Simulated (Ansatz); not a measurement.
Space group F-43m (No. 216). a = 4.548 Å, b = 4.548 Å, c = 4.548 Å, α = 90.00°, β = 90.00°, γ = 90.00°
| atom | site | symmetry | x | y | z |
| --- | --- | --- | --- | --- | --- |
| B | 4a | -43m | 0.0000 | 0.0000 | 0.0000 |
| P | 4d | -43m | 0.2500 | 0.2500 | 0.7500 |

Equation of state of this BP structure (not necessarily the ground state), with shape and atoms relaxed at each volume where symmetry leaves them free. Computed with Ansatz 0.2.0, DFT PBE, scalar-relativistic, plane waves, PAW.

Cutoff 420 eV; k points 10×10×10 on the computed 2-atom cell (Γ-centred); Gaussian smearing, width 0.02 eV; no spin polarisation.

| V (Å³/atom) | E − E(largest V) (meV/atom) | P (GPa) | gap on mesh (eV) |
| --- | --- | --- | --- |
| 10.350 | 54.12 | 26.36 | 1.07 |
| 10.703 | 5.20 | 18.27 | 1.12 |
| 11.056 | -27.17 | 11.29 | 1.17 |
| 11.409 | -45.21 | 5.24 | 1.21 |
| 11.761 | -50.85 | 0.01 | 1.25 |
| 12.114 | -45.78 | -4.51 | 1.29 |
| 12.467 | -31.43 | -8.43 | 1.33 |
| 12.938 | 0.00 | -12.84 | 1.38 |

Problem. Fit a third-order Birch–Murnaghan equation to E(V).

Solution. V0 = 11.76 Å³/atom, B0 = 162 GPa, B0' = 3.8.